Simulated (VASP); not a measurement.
Wanted: the native input for a VASP 6.6.1 run.

```
Task                   : single point
Functional             : PBE
Potentials or basis    : VASP PAW PBE potentials, release 64 (Ti_sv, B)
Cutoff                 : 520 eV
k mesh                 : 6 × 6 × 4
Occupations            : gaussian, width 0.1 eV
Spin                   : no spin polarisation
Further INCAR settings : ALGO = Normal; EDIFF = 1e-07; NBANDS = 16
```

The structure of TiB2 lies in POSCAR:

```
TiB2
1.0
    3.0292000000      0.0000000000      0.0000000000
   -1.5146000000      2.6233641500      0.0000000000
    0.0000000000      0.0000000000      3.2284000000
Ti B
1 2
Direct
    0.0000000000      0.0000000000      0.0000000000
    0.3333333300      0.6666666700      0.5000000000
    0.6666666700      0.3333333300      0.5000000000
```

One way to write it, as run:

INCAR

```
SYSTEM = TiB2
PREC = Accurate
ENCUT = 520
EDIFF = 1E-7
ISMEAR = 0
SIGMA = 0.1
LREAL = .False.
LASPH = .True.
NELM = 80
ALGO = Normal
ISIF = 2
LWAVE = .False.
LCHARG = .False.
GGA = PE
NBANDS = 16
```

KPOINTS

```
Automatic mesh
0
Gamma
  6 6 4
  0 0 0
```

Potentials or basis: VASP PAW PBE potentials, release 64 (Ti_sv, B).

Command:

```sh
$ cat potpaw_PBE.64/Ti_sv/POTCAR potpaw_PBE.64/B/POTCAR > POTCAR
$ mpirun -np 1 vasp_std > vasp.out
```

It gave:

| Quantity | Value |
| --- | --- |
| Pressure | 0.6 GPa |
| Band gap on the k mesh | none (metal or under the smearing width) |

Caveat: the k mesh is coarse (spacing up to 0.49 Å⁻¹), so the values aren't converged.

It took 5.2 s on 1 thread of Intel(R) Xeon(R) Platinum 8488C (Sapphire Rapids), with other jobs on the host, peak memory 0.13 GiB.
